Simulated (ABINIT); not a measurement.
Input of an ABINIT 10.8.3 (patched build) run:

File run.abi:

```
ndtset 2

pp_dirpath "./"
pseudos "Bi.GGA_PBE-JTH.xml"

acell 3*1.0
rprim
     4.2849539876     2.4739193382     7.4417414788
    -4.2849539876     2.4739193382     7.4417414788
     0.0000000000    -4.9478386764     7.4417414788
ntypat 1
znucl 83
natom 2
typat 1 1
xred
     0.7660000000     0.7660000000     0.7660000000
     0.2340000000     0.2340000000     0.2340000000

ecut 26.0
pawecutdg 48.0
pawxcdev 0

ixc -116133

occopt 3
tsmear 0.05 eV

nstep 100

iomode 3
prtwf 0
prteig 0
prtebands 0
enunit 1
prtden1 1

kptopt1 1
ngkpt1 7 7 7
nshiftk1 1
shiftk1 0.0 0.0 0.0
nband1 19
tolvrs1 1.0e-9

iscf2 -2
getden2 1
nband2 25
nbdbuf2 4
tolwfr2 1.0e-11
kptopt2 -2
ndivsm2 8
prteig2 1
prtvol2 -3
kptbounds2
     0.0000000000     0.0000000000     0.0000000000
     0.5000000000     0.0000000000     0.0000000000
     0.5000000000     0.2403434496    -0.2403434496
```

Potentials or basis: JTH PAW PBE v2.0.

Run with:

```sh
$ abinit run.abi > log 2>&1
```

Problem. Predict the largest force.

Solution. 0.138 eV/Å.

Problem. Predict the pressure.

Solution. -0.8 GPa.

Problem. What does it give for the band gap along the path?

Solution. None (metal or under the smearing width).

Forces on the atoms (eV/Å):
```
Bi   0.000  0.000 -0.138
Bi   0.000  0.000  0.138
```

Caveat: the PAW data sets were made with another functional, which shifts forces and pressure a little; spin-orbit coupling is left out, which moves the levels of the heavy elements.
